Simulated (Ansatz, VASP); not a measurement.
# PtSe2: VASP beside Ansatz

One calculation is typed for both programs; each brings its own data sets. How far apart do they land? Of the first pair: The structure shown is the start of the Ansatz relaxation below; VASP solves that cell, so the two are compared at the walk's first step.

Calculated with Ansatz 0.2.0; plane waves, with VASP 6.6.1 beside it; single point at PBE.

## 1. The structure

The cell holds 3 atoms: 1 Pt and 2 Se. Its edges and angles: a = 3.696 Å, b = 3.696 Å, c = 30.018 Å, α = 90.0°, β = 90.0°, γ = 120.0°. Vacuum lies along c. The height across the vacuum is the one that the program set for its solve, not the one typed.

## 2. Ansatz: relaxation, PBE

Ansatz runs on its default PAW (the set named soft_2) files.

The two programs are compared at the cell with which this relaxation starts, whose forces are those of its first step.

Input file input.yaml:

```yaml
crystal:
  lattice:
    - [3.696, 0.0, 0.0]
    - [-1.848, 3.2008298924, 0.0]
    - [0.0, 0.0, 19.1087798249]
  atoms:
    - { symbol: Pt, position: [0.0, 0.0, 0.5] }
    - { symbol: Se, position: [0.3333333333, 0.6666666667, 0.5813442787] }
    - { symbol: Se, position: [0.6666666667, 0.3333333333, 0.4186557213] }
  periodic: [true, true, false]
kpoints:
  mp_grid: { grid: [6, 6, 1] }
hamiltonian:
  xc: pbe
scf:
  occupations: { method: fermi_dirac, width: 0.02 }
relax:
  f_tol: 0.01
  max_steps: 80
  cell: {}
output:
  write_density: true
  write_potential: true
  elf: true
  volumetric_format: npy
```

On the command line:

```
> ansatz run input.yaml --threads 4 --pin off --max-ram 14745MiB --backend cpu --events-out ev --progress --plain --runs-dir out
```

Numbers of over 12 decimals in the logs are rounded to 6 here.

What it wrote:

```text
Warning: crystal.periodic: the lattice vector that does not repeat stood 0.000° off the slab's normal, 19.109 Å along it as the deck builds it. The run solves the slab on a vector along the normal, 30.018 Å long, with every atom where it was (on the deck's vector they left 16.00 Å outside them, and the widest stretch free of ions among them is 1.55 Å). A fractional position that the run reports is one of the run's ce [...]
crystal.periodic: the lattice vector that does not repeat stood 0.000° off the slab's normal, 19.109 Å along it as the deck builds it. The run solves the slab on a vector along the normal, 30.018 Å long, with every atom where it was (on the deck's vector they left 16.00 Å outside them, and the widest stretch free of ions among them is 1.55 Å). A fractional position that the run reports is one of the run's cell, which [...]
Engine: ansatz 0.2.0, aarch64-unknown-linux-gnu
Pseudopotentials: kind: paw
Pseudopotential: Pt, paw, valence charge 18, recommended cutoff 420 eV (normal), Pt.paw.azcp
Pseudopotential: Se, paw, valence charge 16, recommended cutoff 420 eV (normal), Se.paw.azcp
Functional definition: PBE
  parameter kappa = 0.804
  parameter beta = 0.066725
  exchange = pbe_x(kappa = kappa, mu = beta*pi^2/3)
  correlation = pbe_c(beta = beta)
Crystal: 3 atoms, lattice volume = 355.116 Å³
Basis set: ecut = 420 eV, 6977 PW (Γ), exchange–correlation on 50×50×432 points (8 copies of the dense FFT grid, shifted against one another)
Bands: 30, of which v1, the nominal top of the filled ones, is band 25 counted from 1 (24 counted from 0)
Symmetry: 12 space group operations
Space group: P-3m1 (ITA 164), of the structure as read, at distance tolerance 7.1e-5 Å
k-points: 7 of 36
Non-local potential: Pt, projectors of the file, l = 0: 3, l = 1: 2, l = 2: 2, l = 3: 1
Non-local potential: Se, projectors of the file, l = 0: 2, l = 1: 2, l = 2: 3, l = 3: 1
PAW form: soft (Blöchl's): semilocal exchange-correlation on the pseudo side does not see the compensation charge
PAW one-centre angular grid: Pt, 590 points (default); XC on 64 Gauss nodes
PAW one-centre angular grid: Se, 590 points (default); XC on 64 Gauss nodes
Initial density: superposition of atomic densities (neutral atoms: chi_scale 0, normalization atom), corrected by the library's trained network
Initial wavefunctions: pseudopotential atomic-orbital guess
Functional: x = pbe(κ = 0.804, μ = 0.219515), c = pbe(β = 0.066725)
SCF iter   1: F=—  HF=-23461.876764 eV  |F-HF|=—  |Δ(HF+E_count)|=         —  Δρ=2.16e-3  dr2=2.54e-2  ethr=1.77e-3  ⟨swp⟩=13.3  Hψ=1275  notcnv=0
preconditioner: auto → Resta (q_TF=auto, 1.968 Å⁻¹)  ε∞=2.2  [insulator: Δε(μ)=1.014 eV  Ē_g=8.526 eV  σ=0.020 eV  W_gap=1.00  n_scr=24 (ndim 8)  ℏωp=9.2 eV  f_vac=0.776  D(μ)=0.00/eV (n_scr^D=0)  ε∞_Penn≈2.2  vacuum switching on, ρ_ref=5.3e-3 e/Å³]
[...]
SCF iter   5: F=-23462.358642 eV  HF=-23462.358642 eV  |F-HF|=2.02e-8  |Δ(HF+E_count)|=   9.26e-8  Δρ=2.88e-6  dr2=2.21e-8  ethr=2.23e-10  ⟨swp⟩=14.3  Hψ=1882  notcnv=0
SCF 5 converged in 5 iterations: F = -23462.358642 eV  dr2 = 2.21e-8
relax step   5: F+E_penalty+E_count = -23462.35864154 eV  Δ(F+E_penalty+E_count) = -3.782e-4 eV  max|allowed force component| = 2.827e-3 eV/Å  Δτ_max = 0.0030 Å  P = +0.015 N/m  Ω = 365.567 Å³  energy of the carried Pulay correction = -3.099e-4 eV  fix = [c, alpha, beta]  reactions: c +0.000 N/m  (5 SCF iters, dr2 threshold 1.11e-7 eV, accepted)
Basis set: ecut = 420 eV, 7157 PW (Γ), exchange–correlation on 54×54×432 points (8 copies of the dense FFT grid, shifted against one another)
Initial wavefunctions: pseudopotential atomic-orbital guess (no wavefunctions were taken with the density)
iter 1 solved again at ethr=6.09e-7 eV; its pass at ethr=3.10e-3 eV (dr2=3.05e-4 eV) is discarded
SCF iter   1: F=—  HF=-23462.348021 eV  |F-HF|=—  |Δ(HF+E_count)|=         —  Δρ=2.44e-4  dr2=6.89e-6  ethr=6.09e-7  ⟨swp⟩=6.0  Hψ=2068  notcnv=0
preconditioner: auto → Resta (q_TF=auto, 1.958 Å⁻¹)  ε∞=2.0  [insulator: Δε(μ)=1.671 eV  Ē_g=9.260 eV  σ=0.020 eV  W_gap=1.00  n_scr=36 (ndim 8)  ℏωp=9.1 eV  f_vac=0.792  D(μ)=0.00/eV (n_scr^D=0)  ε∞_Penn≈2.0  vacuum switching on, ρ_ref=6.2e-3 e/Å³]
SCF iter   2: F=—  HF=-23462.354859 eV  |F-HF|=—  |Δ(HF+E_count)|=   6.84e-3  Δρ=1.22e-4  dr2=1.34e-6  ethr=1.38e-8  ⟨swp⟩=4.3  Hψ=566  notcnv=0
SCF iter   3: F=—  HF=-23462.358399 eV  |F-HF|=—  |Δ(HF+E_count)|=   3.54e-3  Δρ=3.50e-5  dr2=2.60e-7  ethr=2.68e-9  ⟨swp⟩=4.4  Hψ=482  notcnv=0
SCF iter   4: F=—  HF=-23462.358969 eV  |F-HF|=—  |Δ(HF+E_count)|=   5.70e-4  Δρ=5.46e-6  dr2=4.29e-8  ethr=5.20e-10  ⟨swp⟩=4.6  Hψ=572  notcnv=0  defer=1
SCF iter   5: F=—  HF=-23462.359001 eV  |F-HF|=—  |Δ(HF+E_count)|=   3.21e-5  Δρ=2.15e-6  dr2=2.99e-8  ethr=8.59e-11  ⟨swp⟩=3.3  Hψ=423  notcnv=0  defer=1
SCF iter   6: F=—  HF=-23462.359002 eV  |F-HF|=—  |Δ(HF+E_count)|=   1.17e-6  Δρ=5.13e-7  dr2=8.49e-10  ethr=5.98e-11  ⟨swp⟩=2.9  Hψ=293  notcnv=0  defer=1
SCF iter   7: F=—  HF=-23462.359003 eV  |F-HF|=—  |Δ(HF+E_count)|=   4.31e-7  Δρ=1.29e-7  dr2=6.19e-11  ethr=1.70e-12  ⟨swp⟩=3.7  Hψ=368  notcnv=0  defer=1
SCF iter   8: F=-23462.359003 eV  HF=-23462.359003 eV  |F-HF|=7.13e-9  |Δ(HF+E_count)|=   4.55e-8  Δρ=3.70e-8  dr2=4.95e-12  ethr=1.00e-12  ⟨swp⟩=14.3  Hψ=1394  notcnv=0
SCF 6 converged in 8 iterations: F = -23462.359003 eV  dr2 = 4.95e-12
relax step   6: F+E_penalty+E_count = -23462.35900258 eV  Δ(F+E_penalty+E_count) = -3.610e-4 eV  max|allowed force component| = 2.674e-3 eV/Å  Δτ_max = 0.0000 Å  P = +0.016 N/m  Ω = 365.567 Å³  fix = [c, alpha, beta]  reactions: c +0.000 N/m  stress off target by 1.56e-2 N/m on what of the cell is left free  SCF on the basis re-selected at this cell (its energy is not comparable with the rows above)  (8 SCF iters)
basis re-selected at this cell: Δ(F+E_penalty+E_count) = -3.610e-4 eV, ΔP = +0.000 N/m vs the last step (what re-selecting the basis moved, of the pressure what is left beyond the Pulay correction that the steps carried, after the strain that the cell walked since its last selection, with what the two solves' SCF thresholds leave and, on support functions, any second-order correction that the steps lacked; it is no measure of the basis error at this ecutwfc). The dense FFT grid was sized anew with the basis: this SCF ran on 27×27×216 points, the steps before it on 25×25×216, so part of this shift can come from that change (see relax.cell in the input reference). [rest of the remark cut]
WARN: The input density's exchange-correlation potential varies sharply where the density is thin. Do not read a vacuum level from v_tot or v_xc, or from such a field of the output density. On a cell that repeats whose density bears no net charge and no dipole along the vacuum's axis use v_es (v_loc + v_h of the components); under efield.dipole_correction with no amplitude use v_es + v_field, which holds any external [...]
SCF converged after 8 iterations
Free energy (F): -23462.359003 eV
Harris-Foulkes:  -23462.359003 eV  (|F-HF|=7.13e-9)
Internal energy: -23462.359003 eV  (E = F + TS)
E sigma→0 (E₀):  -23462.359003 eV
Fermi energy:    -4.907580 eV
--- Per-component energies (eV) ---
  E_band       = -1846.976770
  E_kinetic    = 872.344180
  E_local      = -121605.145000  (includes V_loc(G=0)·N_el)
  E_nonlocal   = -990.880102
  E_hartree    = 60113.916364
  E_xc         = -469.378434
  E_vxc        = -498.071136  (∫ρ·V_xc dr)
  E_paw        = -13277.735043  (= ΣΔE_a)
  E_vpaw       = 146.943692  (= ΣTr[D̂ρ^β])
  E_aug_tail   = -0.001004  (compensation charges beyond the density's cutoff)
  E_ewald      = 51894.520038
  E_smearing   = -0.000000  (= −TS)
  E_closure    = 0.000000  (closes the sum)
  Σ components = -23462.359003   (vs F -23462.359003, Δ=0.00e0)
--- Forces (eV/Å), atoms counted from 1 ---
  atom   1  Pt     0.00000000     0.00000000     0.00000000
  atom   2  Se    -0.00000000    -0.00000000     0.00267417
  atom   3  Se     0.00000000     0.00000000    -0.00267417
  max |Σ_I F_I| component: 1.73e-18 eV/Å
--- 2D stress c σ (N/m, compression-positive) ---
        0.015635      -0.000000       0.000000
       -0.000000       0.015635       0.000000
        0.000000       0.000000       0.000000
  P = ½ c Tr σ = 0.0156 N/m
--- Band table (eV; the first three rows and the last of 7) ---
  k-point 0: bands = [... 21 lower, -6.9177, -6.2785, -5.7455, -5.7455, -2.7836, -2.7836, -1.2108 (-1.2109°), -0.4620, ... 1 higher]
  k-point 1: bands = [... 21 lower, -7.6328, -5.9262, -5.8687, -5.8180, -4.0738, -3.0905, -0.3860 (-0.3864°), -0.0530, ... 1 higher]
  k-point 2: bands = [... 21 lower, -7.9548, -7.0553, -6.5781, -6.2525, -3.9450, -3.1322, -0.7338, 0.7738, ... 1 higher]
  k-point 6: bands = [... 21 lower, -8.1949, -7.8914, -6.6765, -6.6765, -3.9176, -3.9176, 0.3761, 2.4462, ... 1 higher]
  ° read free of the cell's end (the report's vacuum.weakly_bound_levels)
--- Relaxed structure (5 steps of the walk, 5 accepted, 1 SCFs on fresh bases) ---
  F+E_penalty+E_count = -23462.35900258 eV   max|allowed force component| = 2.674e-3 eV/Å   (the final SCF, on the basis selected at the relaxed cell)
  cell:  # Å, volume = 365.5675 Å³
    - [3.749996, 0, 0]
    - [-1.874998, 3.247592, 0]
    - [0, 0, 30.017560]
  atoms:
    - { symbol: Pt, position: [0, 0, 0.318293] }
    - { symbol: Se, position: [0.333333, 0.666667, 0.361792] }
    - { symbol: Se, position: [0.666667, 0.333333, 0.274795] }
```

## 3. VASP: single point, PBE, start cell, pair 1

The same cell, functional, mesh and smearing now go to VASP, with its own data sets.

Lines of VASP's logs that name or quote its potential files are left out, and so is its time.

Input file INCAR:

```
SYSTEM = PtSe2
PREC = Accurate
ENCUT = 400
EDIFF = 1E-06
NELM = 120
ISMEAR = -1
SIGMA = 0.02
LREAL = .FALSE.
ALGO = Normal
GGA = PE
NBANDS = 17
LASPH = .TRUE.
LORBIT = 11
LWAVE = .FALSE.
LCHARG = .FALSE.
ISIF = 2
LDIPOL = .TRUE.
IDIPOL = 3
DIPOL = 0.5 0.5 0.318
LVHAR = .TRUE.
GGA_COMPAT = .FALSE.
EFERMI = MIDGAP
NELMDL = -8
```

Input file POSCAR:

```
PtSe2
1.0
    3.6960000000      0.0000000000      0.0000000000
   -1.8480000000      3.2008300000      0.0000000000
    0.0000000000      0.0000000000     30.0175600000
Pt Se
1 2
Direct
    0.0000000000      0.0000000000      0.3182933590
    0.3333333333      0.6666666667      0.3700760488
    0.6666666667      0.3333333333      0.2665106692
```

Input file KPOINTS:

```
Automatic mesh
0
Gamma
6 6 1
0 0 0
```

PAW data sets: Pt and Se (PBE family, release 64).

On the command line:

```
> mpirun -np 1 vasp_std
```

What it wrote:

```text
[banner, memory and clock lines left out]
running    1 mpi-ranks, on    1 nodes
 distrk:  each k-point on    1 cores,    1 groups
 distr:  one band on    1 cores,    1 groups

 POSCAR found type information on POSCAR PtSe
 POSCAR found :  2 types and       3 ions
 LDA part: xc-table for (Slater+PW92), standard interpolation
 POSCAR, INCAR and KPOINTS ok, starting setup
 FFT: planning ... GRIDC
 FFT: planning ... GRID_SOFT
 FFT: planning ... GRID
 WAVECAR not read
 entering main loop
       N       E                     dE             d eps       ncg     rms          rms(c)
DAV:   1     0.156017993017E+03    0.15602E+03   -0.61067E+03   238   0.747E+02
DAV:   2     0.375186835870E+01   -0.15227E+03   -0.14359E+03   376   0.145E+02
DAV:   3    -0.142988821553E+02   -0.18051E+02   -0.17923E+02   288   0.654E+01
DAV:   4    -0.146265703385E+02   -0.32769E+00   -0.32701E+00   290   0.102E+01
DAV:   5    -0.146316391208E+02   -0.50688E-02   -0.50660E-02   324   0.123E+00
DAV:   6    -0.146317846882E+02   -0.14557E-03   -0.14556E-03   329   0.200E-01
DAV:   7    -0.146317916234E+02   -0.69353E-05   -0.69351E-05   339   0.399E-02
DAV:   8    -0.146317918894E+02   -0.26592E-06   -0.26603E-06   314   0.644E-03    0.976E+00
DAV:   9    -0.141293003904E+02    0.50249E+00   -0.45279E+00   263   0.196E+01    0.617E+00
DAV:  10    -0.138360106788E+02    0.29329E+00   -0.13378E+00   275   0.113E+01    0.272E+00
DAV:  11    -0.138087999702E+02    0.27211E-01   -0.94548E-02   295   0.235E+00    0.719E-01
DAV:  12    -0.138040667885E+02    0.47332E-02   -0.19654E-02   296   0.124E+00    0.229E-01
DAV:  13    -0.138039849367E+02    0.81852E-04   -0.33672E-03   305   0.354E-01    0.711E-02
DAV:  14    -0.138039821479E+02    0.27888E-05   -0.67176E-05   305   0.646E-02    0.426E-02
DAV:  15    -0.138039855873E+02   -0.34394E-05   -0.46622E-05   303   0.382E-02    0.175E-02
DAV:  16    -0.138040069208E+02   -0.21334E-04   -0.85648E-06   288   0.163E-02    0.661E-03
DAV:  17    -0.138040933321E+02   -0.86411E-04   -0.21924E-05   250   0.209E-02    0.793E-03
DAV:  18    -0.138041289006E+02   -0.35568E-04   -0.94418E-06   305   0.133E-02    0.385E-03
DAV:  19    -0.138041578330E+02   -0.28932E-04   -0.19777E-06   223   0.790E-03    0.122E-03
DAV:  20    -0.138041801846E+02   -0.22352E-04   -0.62957E-07   230   0.310E-03    0.131E-03
DAV:  21    -0.138041904338E+02   -0.10249E-04   -0.33940E-07   231   0.221E-03    0.463E-04
DAV:  22    -0.138041944207E+02   -0.39870E-05   -0.98900E-08   247   0.946E-04    0.261E-04
DAV:  23    -0.138041972473E+02   -0.28266E-05   -0.59576E-08   247   0.666E-04    0.138E-04
DAV:  24    -0.138041980054E+02   -0.75806E-06   -0.91577E-09   249   0.372E-04
   1 F= -.13804198E+02 E0= -.13804198E+02  d E =-.175443E-10
```

OUTCAR, selected parts (step 3):

```text
ion  position               nearest neighbor table
   1  0.000  0.000  0.318-   2 2.64   3 2.64   3 2.64   2 2.64   3 2.64   2 2.64
   2  0.333  0.667  0.370-   1 2.64   1 2.64   1 2.64
   3  0.667  0.333  0.267-   1 2.64   1 2.64   1 2.64

  LATTYP: Found a hexagonal cell.
 ALAT       =     3.6960000000
 C/A-ratio  =     8.1216341991

 Subroutine GETGRP returns: Found 12 space group operations
 (whereof  6 operations were pure point group operations)

The static configuration has the point symmetry C_3v.
 The point group associated with its full space group is D_3d.

 Found      7 irreducible k-points:

   k-points           NKPTS =      7   k-points in BZ     NKDIM =      7   number of bands    NBANDS=     17

   dimension x,y,z NGX =    24 NGY =   24 NGZ =  196
   dimension x,y,z NGXF=    48 NGYF=   48 NGZF=  392

   ENCUT  =  400.0 eV  29.40 Ry    5.42 a.u.   6.03  6.03 48.95*2*pi/ulx,y,z

   NELECT =      22.0000    total number of electrons

 k-points in reciprocal lattice and weights: Automatic mesh
   0.00000000  0.00000000  0.00000000       0.028
   0.16666667  0.00000000  0.00000000       0.167
   0.33333333  0.00000000  0.00000000       0.167
   0.50000000  0.00000000  0.00000000       0.083
   0.16666667  0.16666667  0.00000000       0.167
   0.33333333  0.16666667  0.00000000       0.333
   0.33333333  0.33333333  0.00000000       0.056

 dipolmoment           0.000000      0.000000      0.000007 electrons x Angstroem

 average (electrostatic) potential at core
       1 -77.5271       2 -61.7579       3 -61.7579

 E-fermi :  -2.9167

 k-point     1 :       0.0000    0.0000    0.0000
  band No.  band energies     occupation
    ...
      7      -6.0456      2.00000
      8      -5.3370      2.00000
      9      -4.7278      2.00000
     10      -3.4009      2.00000
     11      -3.4009      2.00000
     12      -1.3207      0.00000
     13      -1.3207      0.00000
     14       0.3552      0.00000
     15       1.4890      0.00000
     16       1.8146      0.00000
    ...

 k-point     2 :       0.1667    0.0000    0.0000
  band No.  band energies     occupation
    ...
      7      -6.1423      2.00000
      8      -5.7016      2.00000
      9      -4.4108      2.00000
     10      -3.8697      2.00000
     11      -3.4637      2.00000
     12      -2.4273      0.00000
     13      -1.5597      0.00000
     14       1.2443      0.00000
     15       1.8703      0.00000
     16       2.2317      0.00000
    ...

 k-point     3 :       0.3333    0.0000    0.0000
  band No.  band energies     occupation
    ...
      7      -5.9267      2.00000
      8      -5.9009      2.00000
      9      -5.2362      2.00000
     10      -4.3291      2.00000
     11      -4.0597      2.00000
     12      -2.2383      0.00000
     13      -1.6601      0.00000
     14       0.9405      0.00000
     15       2.3979      0.00000
     16       2.9939      0.00000
    ...

  Total       -2.9524422     -2.9524424     -6.2848378      0.0000000      0.0000000      0.0000000
  in kB      -13.3205462    -13.3205471    -28.3553293      0.0000000      0.0000000      0.0000000
  external PRESSURE =     -18.3321409 kB  Pullay stress =       0.0000000 kB

  energy-cutoff  :      400.00
  volume of cell :      355.12
      direct lattice vectors                 reciprocal lattice vectors
     3.696000000  0.000000000  0.000000000     0.270562771  0.156209483  0.000000000
    -1.848000000  3.200830000  0.000000000     0.000000000  0.312418966  0.000000000
     0.000000000  0.000000000 30.017560000     0.000000000  0.000000000  0.033313834

 POSITION                                       TOTAL-FORCE (eV/Angst)
 -----------------------------------------------------------------------------------
      0.00000      0.00000      9.55439        -0.000000      0.000000     -0.000000
     -0.00000      2.13389     11.10878         0.000000     -0.000000     -2.013312
      1.84800      1.06694      8.00000        -0.000000      0.000000      2.013312
 -----------------------------------------------------------------------------------
    total drift:                               -0.000000      0.000000      0.000055

  FREE ENERGIE OF THE ION-ELECTRON SYSTEM (eV)
  ---------------------------------------------------
  free  energy   TOTEN  =       -13.8041980054 eV

  energy  without entropy=      -13.8041980054  energy(sigma->0) =      -13.80419801

 vacuum level on the upper side and lower side of the slab         1.862         1.862

 total charge
# of ion       s       p       d       tot
------------------------------------------
    1        0.602   0.523   7.915   9.040
    2        1.483   2.182   0.036   3.701
    3        1.483   2.182   0.036   3.701
--------------------------------------------------
tot          3.569   4.887   7.988  16.443

[... 3 further parts left out ...]
```

(Continued in part 2 of 2.)

[Lines on the potential files, build, host, timing and source positions are cut from VASP's logs without a mark.]

[Logs are printed without paths, hosts, clocks, repeated set-up lines and the standing remarks that a program may print on its own settings, such as how far it seeks lower states.]

[Hosts, paths, dates, database ids (printed as entryN), source tags and the programs' standing remarks are cut or masked in the printed files.]
